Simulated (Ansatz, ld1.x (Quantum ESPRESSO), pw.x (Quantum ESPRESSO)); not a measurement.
**From atom to crystal: PAW potential for Ca (Z = 20)**

ld1.x (Quantum ESPRESSO) 7.5 input, shortened:

```
&input
   title='Ca', zed=20., rel=1, dft='PBE', iswitch=3,
   config='[Ar] 3d1 4s1 4p0'
 /
 &inputp
   pseudotype=3, lpaw=.true., tm=.true., lloc=-2, rcloc=3.10,
   nlcc=.true., new_core_ps=.true., rcore=0.95,
   which_augfun='BESSEL', rmatch_augfun=1.30
 /
6
3S  1  0   2.00   0.00  1.55  1.65  0.0
4S  2  0   1.00   0.00  1.55  1.65  0.0
3P  2  1   6.00   0.00  1.75  1.85  0.0
4P  3  1   0.00   0.00  1.75  1.85  0.0
3D  3  2   1.00   0.00  3.10  3.40  0.0
3D  3  2   0.00   1.40  3.10  3.40  0.0
 &test
   configts(1)='3s2 3p6 3d1 4s1 4p0'
 /
```

Atomic tests: cutoffs needed: 25 Ry and 40 Ry (the cutoffs (Ry, on a coarse ladder) from which the occupation-weighted sum of valence levels, in a spherical-Bessel basis at the reference potential, stays within 10 and 1 mRy of its value at 400 Ry); ghost test: no extra level below or beside the all-electron valence levels (s, p, d, f tested) (spherical-Bessel basis up to 400 Ry, 20 bohr box); largest excitation error: +16 meV (all-electron minus pseudo) for 3s1 3p6 3d0 4s2 4p0, out of 7 test configurations.

Crystal test: sc Ca in pw.x 7.5, no spin, 9³ k-points, Fermi–Dirac smearing 0.01 Ry, cutoffs 50/400 Ry. The reference is all-electron LAPW (Ansatz 0.2.0) with the same functional, mesh and smearing; V0 and B0 come from Birch–Murnaghan fits to the pressures at five volumes. Errors are pseudo minus all-electron; Δ is the rms difference of the E(V) curves that follow from these fits, minima aligned, over ±6 % about the mean V0. Mesh and smearing are coarse, so the numbers serve the comparison and aren't converged zero-temperature values; the lattice is a test structure that the element need not adopt.

```csv
V (Å³/atom),P all-electron (GPa),P pseudo (GPa)
42.077,0.56,1.23
43.185,0.26,0.87
44.292,-0.01,0.54
45.399,-0.26,0.24
46.507,-0.48,-0.02
```

All-electron: a0 = 3.537 Å (V0 = 44.24 Å³/atom), B0 = 10.4 GPa.

Pseudopotential: mean pressure error (GPa): +0.56; a0 (Å): 3.594; a0 error (%): +1.61; B0 error (%): +2.1; Δ (meV/atom): 5.0. This is a poor potential for the solid.

Task: At the middle volume, how do free energy and pressure move when the wave cutoff is lowered (ecutrho held at 400 Ry)?

Result:

```
cutoff (Ry)  shift of F (meV/atom)  shift of P (GPa)
         22                 +213.7             -4.51
         30                  +37.0             -0.20
         40                   +5.1             -0.15
```

The run at the middle volume (35 k-points, 11 iterations) took about 16 s on one core of a shared host (Neoverse-V1, 32 threads, 247 GiB, load 10).
